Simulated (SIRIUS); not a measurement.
# Si2Mo in SIRIUS: the effect of strain

Crystal: Si2Mo.

```
CELL_PARAMETERS angstrom
-1.53600 1.60000 3.93050
1.53600 -1.60000 3.93050
1.53600 1.60000 -3.93050
ATOMIC_POSITIONS crystal
Mo 0.00000 0.00000 0.00000
Si 0.66700 0.66700 0.00000
Si 0.33300 0.33300 0.00000
```

The cell isn't the ideal one: strain = -0.04 (xx).

Alike in all runs:

```yaml
Program: SIRIUS 7.10.0
Task: single point
Functional: PBE
Potentials_or_basis: PseudoDojo 0.4.1 PBE standard (scalar relativistic)
Cutoff: 1102 eV
Density_cutoff: 4408 eV
k_mesh: 5 × 5 × 5
Occupations: fermi-dirac, width 0.05 eV
Spin: no spin polarisation
Strain_kind: xx
Libxc_names: "[\"XC_GGA_X_PBE\", \"XC_GGA_C_PBE\"]"
Energy_tol: 1e-08 Ha
Density_tol: 1e-06
Mixer: anderson
Mixing_beta: 0.7
Max_scf: 100
```

```csv
strain,pressure (GPa),largest force (eV/Å)
-4 % (xx),11.8,0.18
-2 % (xx),6.8,0.21
-1 % (xx),?,?
+0 % (xx),2.3,0.24
+1 % (xx),0.3,0.25
+2 % (xx),-1.6,0.27
+4 % (xx),-5.1,0.30
```

Q: What does the run with strain -1 % (xx) give?

A: Pressure 4.5 GPa; largest force 0.22 eV/Å.

Caveats: all runs use coarse meshes.
